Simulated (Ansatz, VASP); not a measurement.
# Cross-check of Ti3Pt between VASP and Ansatz, part 2 of 2

Aim: how closely do two programs agree when they are given the same cell, functional and k mesh? The two relaxations start from unlike cells of this crystal (the structure described is Ansatz's start), so only their ends are compared.

VASP 6.6.1 and Ansatz 0.2.0.

So far: Set-up; VASP: relaxation of cell and atoms, BLYP.

## 3. Ansatz: relaxation of cell and atoms, BLYP

Level of this step: Ansatz beside VASP: Kohn-Sham DFT, plane waves, BLYP (Ansatz).

Ansatz runs on its default PAW (the set named soft_2) files.

Its own start cell and the same functional (in two slightly different forms), mesh and smearing now go to Ansatz, which takes its cutoff from its data sets.

Input file input.yaml:

```yaml
crystal:
  lattice:
    - [5.03, 0.0, 0.0]
    - [0.0, 5.03, 0.0]
    - [0.0, 0.0, 5.03]
  atoms:
    - { symbol: Ti, position: [0.25, 0.0, 0.5] }
    - { symbol: Ti, position: [0.5, 0.75, 0.0] }
    - { symbol: Ti, position: [0.75, 0.0, 0.5] }
    - { symbol: Ti, position: [0.5, 0.25, 0.0] }
    - { symbol: Ti, position: [0.0, 0.5, 0.75] }
    - { symbol: Ti, position: [0.0, 0.5, 0.25] }
    - { symbol: Pt, position: [0.0, 0.0, 0.0] }
    - { symbol: Pt, position: [0.5, 0.5, 0.5] }
kpoints:
  mp_grid: { grid: [6, 6, 6] }
hamiltonian:
  xc: blyp
scf:
  occupations: { method: gaussian, width: 0.1 }
output:
  forces: true
  stress: true
  eigenvalues: true
  write_density: true
  write_potential: true
  elf: true
  volumetric_format: npy
relax:
  adjacent_minimum: "off"
  f_tol: 0.005
  max_steps: 60
  cell: { stress_tol: 0.03 }
```

On the command line:

```bash
$ ansatz run input.yaml --threads 4 --pin off --max-ram 16384MiB --backend cpu --events-out ev --progress --plain --runs-dir out
```

Numbers of over 12 decimals in the logs are rounded to 6 here.

Log:

```text
Engine: ansatz 0.2.0, x86_64-unknown-linux-gnu
Pseudopotentials: kind: paw
Pseudopotential: Ti, paw, valence charge 12, recommended cutoff 420 eV (normal), Ti.paw.azcp
Pseudopotential: Pt, paw, valence charge 18, recommended cutoff 420 eV (normal), Pt.paw.azcp
Functional definition: BLYP
  parameter beta = 0.0042
  parameter a = 0.04918
  parameter b = 0.132
  parameter c = 0.2533
  parameter d = 0.349
  exchange = b88_x(beta = beta)
  correlation = lyp_c(a = a, b = b, c = c, d = d)
Crystal: 8 atoms, lattice volume = 127.264 Å³
Basis set: ecut = 420 eV, 2517 PW (Γ), exchange–correlation on 72×72×72 points (8 copies of the dense FFT grid, shifted against one another)
Bands: 65, of which v1, the nominal top of the filled ones, is band 54 counted from 1 (53 counted from 0)
Symmetry: 48 space group operations
Space group: Pm-3n (ITA 223), of the structure as read, at distance tolerance 5.0e-5 Å
k-points: 20 of 216
Non-local potential: Ti, projectors of the file, l = 0: 3, l = 1: 2, l = 2: 3, l = 3: 1
Non-local potential: Pt, projectors of the file, l = 0: 3, l = 1: 2, l = 2: 2, l = 3: 1
PAW form: soft (Blöchl's): semilocal exchange-correlation on the pseudo side does not see the compensation charge
PAW frozen core: Ti, regenerated for the run's functional, and the local potential with it (the file was generated under x = pbe(κ = 0.804, μ = 0.219515), c = pbe(β = 0.066725))
PAW frozen core: Pt, regenerated for the run's functional, and the local potential with it (the file was generated under x = pbe(κ = 0.804, μ = 0.219515), c = pbe(β = 0.066725))
PAW one-centre angular grid: Ti, 590 points (default); XC on 64 Gauss nodes
PAW one-centre angular grid: Pt, 590 points (default); XC on 64 Gauss nodes
Initial density: superposition of atomic densities (neutral atoms: chi_scale 0, normalization atom), corrected by the library's trained network
Initial wavefunctions: pseudopotential atomic-orbital guess
Functional: x = b88, c = lyp
SCF iter   1: F=—  HF=-40138.792580 eV  |F-HF|=—  |Δ(HF+E_count)|=         —  Δρ=1.40e-2  dr2=2.55e-1  ethr=1.77e-3  ⟨swp⟩=5.2  Hψ=4067  notcnv=0
preconditioner: auto → Kerker (q_TF=auto, 2.655 Å⁻¹)  [metal: Δε(μ)=0.022 eV  Ē_g=3.913 eV  σ=0.100 eV  W_gap=0.12  n_scr=32 (ndim 8)  ℏωp=21.8 eV  f_vac=0.000  D(μ)=11.50/eV (n_scr^D=146)]
SCF iter   2: F=—  HF=-40138.743114 eV  |F-HF|=—  |Δ(HF+E_count)|=   4.95e-2  Δρ=6.29e-3  dr2=5.03e-2  ethr=2.36e-4  ⟨swp⟩=2.1  Hψ=1856  notcnv=0  defer=56
SCF iter   3: F=—  HF=-40138.736230 eV  |F-HF|=—  |Δ(HF+E_count)|=   6.88e-3  Δρ=1.82e-3  dr2=3.39e-3  ethr=4.65e-5  ⟨swp⟩=2.5  Hψ=1967  notcnv=0  defer=56
SCF iter   4: F=—  HF=-40138.737208 eV  |F-HF|=—  |Δ(HF+E_count)|=   9.78e-4  Δρ=2.84e-4  dr2=8.93e-5  ethr=3.14e-6  ⟨swp⟩=2.0  Hψ=1722  notcnv=0  defer=56
SCF iter   5: F=—  HF=-40138.737354 eV  |F-HF|=—  |Δ(HF+E_count)|=   1.45e-4  Δρ=5.82e-5  dr2=4.21e-6  ethr=8.27e-8  ⟨swp⟩=2.0  Hψ=1711  notcnv=0  defer=56
SCF iter   6: F=—  HF=-40138.737355 eV  |F-HF|=—  |Δ(HF+E_count)|=   1.45e-6  Δρ=1.71e-5  dr2=2.84e-7  ethr=3.90e-9  ⟨swp⟩=2.0  Hψ=1697  notcnv=0  defer=56
SCF iter   7: F=-40138.737355 eV  HF=-40138.737355 eV  |F-HF|=5.97e-10  |Δ(HF+E_count)|=   4.34e-8  Δρ=3.72e-6  dr2=1.67e-8  ethr=9.26e-11  ⟨swp⟩=13.7  Hψ=8141  notcnv=0
SCF 1 converged in 7 iterations: F = -40138.737355 eV  dr2 = 1.67e-8
  greatest PAW one-centre occupation: 1.000 electrons in one spin orbital (limit 2), on the Pt atom at site 7 (counted from 0), in its partial waves of l = 0
relax step   1: F+E_penalty+E_count = -40138.73735524 eV  Δ(F+E_penalty+E_count) = +0.000e0 eV  max|allowed force component| = 4.510e-17 eV/Å  Δτ_max = 0.0000 Å  P = +6.800 GPa  Ω = 127.264 Å³  (7 SCF iters, dr2 threshold 1.00e-7 eV, accepted)
[...]
relax step   4: F+E_penalty+E_count = -40138.85035884 eV  Δ(F+E_penalty+E_count) = -6.351e-4 eV  max|allowed force component| = 8.674e-17 eV/Å  Δτ_max = 0.0000 Å  P = -0.006 GPa  Ω = 132.879 Å³  energy of the carried Pulay correction = -1.617e-3 eV  (6 SCF iters, dr2 threshold 4.52e-7 eV, accepted)
[...]
relax step   5: F+E_penalty+E_count = -40138.85219045 eV  Δ(F+E_penalty+E_count) = -1.832e-3 eV  max|allowed force component| = 6.361e-17 eV/Å  Δτ_max = 0.0000 Å  P = +0.011 GPa  Ω = 132.879 Å³  stress off target by 1.12e-2 GPa  SCF on the basis re-selected at this cell (its energy is not comparable with the rows above)  (6 SCF iters)
basis re-selected at this cell: Δ(F+E_penalty+E_count) = -1.832e-3 eV, ΔP = +0.017 GPa vs the last step (what re-selecting the basis moved, of the pressure what is left beyond the Pulay correction that the steps carried, after the strain that the cell walked since its last selection, with what the two solves' SCF thresholds leave and, on support functions, any second-order correction that the steps lacked; it is no m [...]
SCF converged after 6 iterations
Free energy (F): -40138.852190 eV
Harris-Foulkes:  -40138.852190 eV  (|F-HF|=0.00e0)
Internal energy: -40138.790671 eV  (E = F + TS)
E sigma→0 (E₀):  -40138.821431 eV
Entropy (-TS):   -0.061520 eV (-7.690 meV/atom)
Fermi energy:    16.056858 eV
--- Per-component energies (eV) ---
  E_band       = -1264.388619
  E_kinetic    = 2913.588122
  E_local      = -8331.021716  (includes V_loc(G=0)·N_el)
  E_nonlocal   = 440.572150
  E_hartree    = 3313.168967
  E_xc         = -1093.185440
  E_vxc        = -1317.050236  (∫ρ·V_xc dr)
  E_paw        = -25303.159747  (= ΣΔE_a)
  E_vpaw       = -1596.816020  (= ΣTr[D̂ρ^β])
  E_aug_tail   = 0.001105  (compensation charges beyond the density's cutoff)
  E_ewald      = -12079.134642
  E_core_change = 0.380530  (= ΣΔE_core)
  E_smearing   = -0.061520  (= −TS)
  E_closure    = -0.000000  (closes the sum)
  Σ components = -40138.852190   (vs F -40138.852190, Δ=0.00e0)
--- Forces (eV/Å), atoms counted from 1 ---
  atom   1  Ti    -0.00000000    -0.00000000    -0.00000000
  atom   2  Ti    -0.00000000     0.00000000     0.00000000
  atom   3  Ti     0.00000000     0.00000000     0.00000000
  atom   4  Ti     0.00000000    -0.00000000    -0.00000000
  atom   5  Ti    -0.00000000    -0.00000000     0.00000000
  atom   6  Ti     0.00000000     0.00000000    -0.00000000
  atom   7  Pt    -0.00000000    -0.00000000     0.00000000
  atom   8  Pt     0.00000000     0.00000000    -0.00000000
  max |Σ_I F_I| component: 3.70e-17 eV/Å
--- Stress (GPa, compression-positive) ---
        0.011155      -0.000000      -0.000000
       -0.000000       0.011155       0.000000
       -0.000000       0.000000       0.011155
  P = ⅓ Tr σ = 0.0112 GPa (0.112 kbar)
--- Band table (eV; the first three rows and the last of 20) ---
  k-point 0: bands = [... 50 lower, 15.2083, 15.3717, 15.3717, 15.3717, 15.6263, 15.6263, 15.7972, 16.9843, ... 7 higher]
  k-point 1: bands = [... 50 lower, 15.2227, 15.4276, 15.5470, 15.5470, 15.7215, 15.8361, 15.9635, 16.9006, ... 7 higher]
  k-point 2: bands = [... 50 lower, 15.3854, 15.5290, 15.8724, 15.9766, 15.9766, 16.2885, 16.3704, 16.7869, ... 7 higher]
  k-point 19: bands = [... 50 lower, 16.0506, 16.0506, 16.0506, 16.0506, 16.0506, 16.0506, 17.5246, 17.5246, ... 7 higher]
--- Relaxed structure (4 steps of the walk, 4 accepted, 1 SCFs on fresh bases) ---
  F+E_penalty+E_count = -40138.85219045 eV   max|allowed force component| = 6.361e-17 eV/Å   (the final SCF, on the basis selected at the relaxed cell)
  cell:  # Å, volume = 132.8789 Å³
    - [5.102919, 0, 0]
    - [0, 5.102919, 0]
    - [0, 0, 5.102919]
  atoms:
    - { symbol: Ti, position: [0.25, 0, 0.5] }
    - { symbol: Ti, position: [0.5, 0.750000, 0] }
    - { symbol: Ti, position: [0.750000, 0, 0.5] }
    - { symbol: Ti, position: [0.5, 0.25, 0] }
    - { symbol: Ti, position: [0, 0.5, 0.750000] }
    - { symbol: Ti, position: [0, 0.5, 0.25] }
    - { symbol: Pt, position: [0, 0, 0] }
    - { symbol: Pt, position: [0.5, 0.5, 0.5] }
```

The column dr2 measures how far the density is from self-consistency, as an energy; F and HF (Harris–Foulkes) agree once it is small.

## 4. Differences

Known differences besides the potentials themselves: the data sets hold 108 valence electrons in Ansatz (on its default PAW (the set named soft_2) files) and 92 in VASP; the cutoff is 420 eV in Ansatz and 500 eV in VASP; Ansatz makes its cores anew for this functional, VASP keeps those of its PBE data sets; VASP's log shows a relativistic correction to its local exchange, Ansatz's none; Ansatz adds a Pulay correction to the stress that steers its cell, VASP none. Total energies have different zeros and are not compared.

The two programs side by side:

```tsv
quantity	Ansatz	VASP	difference
volume (Å³)	132.88	133.14	-0.20 %
edge a after relaxation, in the typed setting (Å)	5.103	5.106	-0.07 %
```

## 5. VASP: relaxation of cell and atoms, PBEsol with D3(BJ)

The relaxed volume is the usual yardstick between codes: in a stiff, nearly cubic crystal its relative difference is about their pressure difference at one cell divided by the bulk modulus.

Input file INCAR:

```
SYSTEM = Ti3Pt
PREC = Accurate
ENCUT = 500
EDIFF = 1E-07
NELM = 120
ISMEAR = 0
SIGMA = 0.1
LREAL = .FALSE.
ALGO = Normal
GGA = PS
IVDW = 12
NBANDS = 57
LASPH = .TRUE.
LORBIT = 11
LWAVE = .FALSE.
LCHARG = .FALSE.
ISIF = 3
IBRION = 2
NSW = 80
EDIFFG = -0.005
GGA_COMPAT = .FALSE.
NELMIN = 4
KPAR = 2
```

Input file POSCAR:

```
Ti3Pt
1.0
    4.9107809064      0.0000000000      0.0000000000
    0.0000000000      4.9107809064      0.0000000000
    0.0000000000      0.0000000000      4.9107809064
Ti Pt
6 2
Direct
    0.2500000000      0.0000000000      0.5000000000
    0.5000000000      0.7500000000      0.0000000000
    0.7500000000      0.0000000000      0.5000000000
    0.5000000000      0.2500000000      0.0000000000
    0.0000000000      0.5000000000      0.7500000000
    0.0000000000      0.5000000000      0.2500000000
    0.0000000000      0.0000000000      0.0000000000
    0.5000000000      0.5000000000      0.5000000000
```

Input file KPOINTS:

```
Automatic mesh
0
Gamma
6 6 6
0 0 0
```

Potentials, in the order of the species: Ti_sv and Pt (PBE family, release 64).

On the command line:

```bash
$ mpirun -np 2 vasp_std
```

Log:

```text
[banner, memory and clock lines left out]
running    2 mpi-ranks, on    1 nodes
[...]
[... a notice as in an earlier step ...]

 LDA part: xc-table for (Slater+PW92), standard interpolation
 POSCAR, INCAR and KPOINTS ok, starting setup
[...]
entering main loop
       N       E                     dE             d eps       ncg     rms          rms(c)
DAV:   1     0.128859708593E+04    0.12886E+04   -0.43383E+04  2288   0.197E+03
DAV:   2     0.111284300000E+03   -0.11773E+04   -0.11443E+04  2288   0.606E+02
DAV:   3    -0.544530273695E+02   -0.16574E+03   -0.15837E+03  3344   0.196E+02
DAV:   4    -0.756077314195E+02   -0.21155E+02   -0.20795E+02  3408   0.632E+01
[...]
DAV:  15    -0.692684342882E+02   -0.10439E-05   -0.97049E-07  2712   0.476E-03    0.203E-03
DAV:  16    -0.692684345196E+02   -0.23145E-06   -0.11547E-07  1734   0.247E-03    0.584E-04
DAV:  17    -0.692684345449E+02   -0.25215E-07   -0.19476E-08  1640   0.105E-03
   1 F= -.74989790E+02 E0= -.74961628E+02  d E =-.749898E+02
[...]
2 F= -.74989777E+02 E0= -.74961635E+02  d E =0.132860E-04
 trial-energy change:    0.000013  1 .order    0.000013   -0.000053    0.000078
 step:   0.4014(harm=  0.4014)  dis= 0.00000  next Energy=   -74.989800 (dE=-0.106E-04)
[...]
N       E                     dE             d eps       ncg     rms          rms(c)
DAV:   1    -0.692665195018E+02   -0.37371E-02   -0.90705E-03  2826   0.730E-01    0.150E-01
DAV:   2    -0.692662141754E+02    0.30533E-03   -0.16702E-03  2964   0.257E-01    0.587E-02
DAV:   3    -0.692661769509E+02    0.37225E-04   -0.28857E-04  2896   0.829E-02    0.200E-02
DAV:   4    -0.692661788768E+02   -0.19259E-05   -0.78071E-05  3086   0.428E-02    0.964E-03
DAV:   5    -0.692661803062E+02   -0.14295E-05   -0.90195E-06  2838   0.112E-02    0.471E-03
DAV:   6    -0.692661828405E+02   -0.25343E-05   -0.11969E-05  2949   0.957E-03    0.653E-03
DAV:   7    -0.692661830862E+02   -0.24566E-06   -0.15044E-06  2704   0.523E-03    0.261E-03
DAV:   8    -0.692661827678E+02    0.31834E-06   -0.95218E-07  2532   0.413E-03    0.921E-04
DAV:   9    -0.692661828678E+02   -0.99961E-07   -0.15507E-07  1504   0.217E-03
   3 F= -.74989801E+02 E0= -.74961647E+02  d E =-.107567E-04
[...]
reached required accuracy - stopping structural energy minimisation
```

From OUTCAR (step 5):

```text
 Edisp (eV)   -5.72699

 Edisp (eV)   -5.72362

  Total       0.00351     0.00351     0.00351    -0.00000    -0.00000     0.00000
  in kB       0.04754     0.04754     0.04754    -0.00000    -0.00000     0.00000
  external pressure =        0.05 kB  Pullay stress =        0.00 kB

 POSITION                                       TOTAL-FORCE (eV/Angst)
 -----------------------------------------------------------------------------------
      1.22753      0.00000      2.45507        -0.000000     -0.000000     -0.000000
      2.45507      3.68260      0.00000        -0.000000     -0.000000     -0.000000
      3.68260     -0.00000      2.45507         0.000000      0.000000      0.000000
      2.45507      1.22753      0.00000         0.000000      0.000000      0.000000
      0.00000      2.45507      3.68260        -0.000000     -0.000000     -0.000000
     -0.00000      2.45507      1.22753         0.000000      0.000000      0.000000
      0.00000      0.00000      0.00000         0.000000      0.000000      0.000000
      2.45507      2.45507      2.45507         0.000000      0.000000      0.000000
 -----------------------------------------------------------------------------------
    total drift:                                0.000000      0.000000     -0.000000

  FREE ENERGIE OF THE ION-ELECTRON SYSTEM (eV)
  ---------------------------------------------------
  free  energy   TOTEN  =       -74.9898006765 eV

  energy  without entropy=      -74.9334936088  energy(sigma->0) =      -74.96164714

[... 2 parts as in an earlier step ...]

[... 2 further parts left out ...]
[key lines of the parts left out:]
E-fermi :  10.1790
```

## 6. Ansatz: relaxation of cell and atoms, PBEsol with D3(BJ)

Its own start cell and the same functional, mesh and smearing now go to Ansatz, which takes its cutoff from its data sets.

The two relaxations start from unlike cells of this crystal, so only their ends are compared.

Changes to input.yaml since step 3:

```diff
@@ -17,3 +17,4 @@
 hamiltonian:
-  xc: blyp
+  xc: pbesol
+  dispersion: d3bj
 scf:
@@ -24,6 +25,2 @@
   eigenvalues: true
-  write_density: true
-  write_potential: true
-  elf: true
-  volumetric_format: npy
 relax:
```

On the command line:

```bash
$ ansatz run input.yaml --threads 4 --pin off --max-ram 16384MiB --backend cpu --events-out ev --progress --plain --runs-dir out
```

Log:

```text
[...]
Crystal: 8 atoms, lattice volume = 127.264 Å³
Basis set: ecut = 420 eV, 2517 PW (Γ), exchange–correlation on 72×72×72 points (8 copies of the dense FFT grid, shifted against one another)
Bands: 65, of which v1, the nominal top of the filled ones, is band 54 counted from 1 (53 counted from 0)
Symmetry: 48 space group operations
[...]
k-points: 20 of 216
[...]
cell:  # Å, volume = 118.5901 Å³
    - [4.913030, 0, 0]
    - [0, 4.913030, 0.0]
    - [0, 0.0, 4.913030]
  atoms:
    - { symbol: Ti, position: [0.25, 0, 0.5] }
    - { symbol: Ti, position: [0.5, 0.75, 0] }
    - { symbol: Ti, position: [0.75, 0, 0.5] }
    - { symbol: Ti, position: [0.5, 0.25, 0] }
    - { symbol: Ti, position: [0, 0.5, 0.75] }
    - { symbol: Ti, position: [0, 0.5, 0.25] }
    - { symbol: Pt, position: [0, 0, 0] }
    - { symbol: Pt, position: [0.5, 0.5, 0.5] }
[key lines of the parts left out:]
SCF converged after 6 iterations
Free energy (F): -39622.055940 eV
Fermi energy:    17.652746 eV
P = ⅓ Tr σ = 0.0123 GPa (0.123 kbar)
```

## 7. Differences

What differs besides the data sets and the points named for the pairs above, as far as they apply: the data sets hold 108 valence electrons in Ansatz (on its default PAW (the set named soft_2) files) and 92 in VASP. Total energies have different zeros and are not compared.

The two programs side by side:

```tsv
quantity	Ansatz	VASP	difference
volume (Å³)	118.59	118.38	+0.18 %
edge a after relaxation, in the typed setting (Å)	4.913	4.910	+0.06 %
```

## 8. Outcome

| Item | Value |
| --- | --- |
| difference in volume (relaxation of cell and atoms, BLYP) | -0.20 % |
| difference in volume (relaxation of cell and atoms, PBEsol with D3(BJ)) | 0.18 % |

**Reading.** The difference in volume is -0.20 % (relaxation of cell and atoms, BLYP), within the 1.2 % picked in this series as the mark of a large difference, as far as the stopping tolerances let one tell. The data sets hold unlike numbers of valence electrons (108 in Ansatz and 92 in VASP), so part of the differences comes from the potentials. Such differences can come from data sets, numerical settings and the points named under the comparisons, not from the functional's error against experiment.

[Lines on the potential files, build, host, timing and source positions are cut from VASP's logs without a mark.]

[Logs are printed without paths, hosts, clocks, repeated set-up lines and the standing remarks that a program may print on its own settings, such as how far it seeks lower states.]

[Hosts, paths, dates, database ids (printed as entryN), source tags and the programs' standing remarks are cut or masked in the printed files.]
